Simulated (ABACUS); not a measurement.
Write the native input for ABACUS 3.10.1 that does the following.

| Property | Result |
| --- | --- |
| Task | single point |
| Functional | PBEsol |
| Potentials or basis | PseudoDojo NC SR 0.4.1 PBEsol standard |
| Cutoff | 1129 eV |
| Density cutoff | 4517 eV |
| Basis | plane waves |
| k mesh | 7 × 7 × 7 |
| Occupations | fermi-dirac, width 0.05 eV |
| Spin | no spin polarisation |
| Radial cutoff of the potentials (pseudo_rcut) | 7 bohr |
| SCF threshold on the density | 1e-08 |
| Max SCF steps | 100 |
| Eigensolver | dav |
| Mixing | broyden |
| Mixing share | 0.7 |
| Symmetry key | 1 |
| Bands | 19 |

Crystal: SnTe.

```
Te Sn
1.0
     0.00000    3.15085    3.15085
     3.15085    0.00000    3.15085
     3.15085    3.15085    0.00000
Te Sn
1 1
Direct
  0.51041 0.49414 0.50590
  0.00359 0.99017 0.99647
```

The cell isn't the ideal one: atoms moved at random, drawn with an rms of 0.05 Å.

One way to write it, as run:

INPUT

```
INPUT_PARAMETERS
suffix              SnTe
calculation         scf
basis_type          pw
pseudo_dir          ./
symmetry            1
dft_functional      pbesol
ecutwfc             83
pseudo_rcut         7
nspin               1
nbands              19
ks_solver           dav
smearing_method     fd
smearing_sigma      0.00367493
scf_thr             1e-08
scf_nmax            100
mixing_type         broyden
mixing_beta         0.7
cal_force           1
cal_stress          1
kpar                4
```

STRU

```
ATOMIC_SPECIES
Te 127.6000 Te.upf
Sn 118.7100 Sn.upf

LATTICE_CONSTANT
1.8897261246

LATTICE_VECTORS
0.0000000000 3.1508500000 3.1508500000
3.1508500000 0.0000000000 3.1508500000
3.1508500000 3.1508500000 0.0000000000

ATOMIC_POSITIONS
Direct

Te
0.0
1
0.5104120000 0.4941380000 0.5059000000 1 1 1

Sn
0.0
1
0.0035920000 -0.0098350000 -0.0035280000 1 1 1
```

KPT

```
K_POINTS
0
Gamma
7 7 7 0 0 0
```

Potentials or basis: PseudoDojo NC SR 0.4.1 PBEsol standard, plane waves.

Command:

```console
$ OMP_NUM_THREADS=1 mpirun -np 4 abacus > log
```

It gave:

```
Pressure               : -0.3 GPa
Largest force          : 0.017 eV/Å
Band gap on the k mesh : 0.67 eV, direct
```

Caveat: spin-orbit coupling is left out, which moves the levels of the heavy elements; an odd mesh through Γ misses points on the zone boundary, where band edges often lie.

Run time: 60 s on 4 MPI ranks on Intel(R) Xeon(R) Platinum 8488C (Sapphire Rapids), on a shared host, peak memory 0.76 GiB a rank.
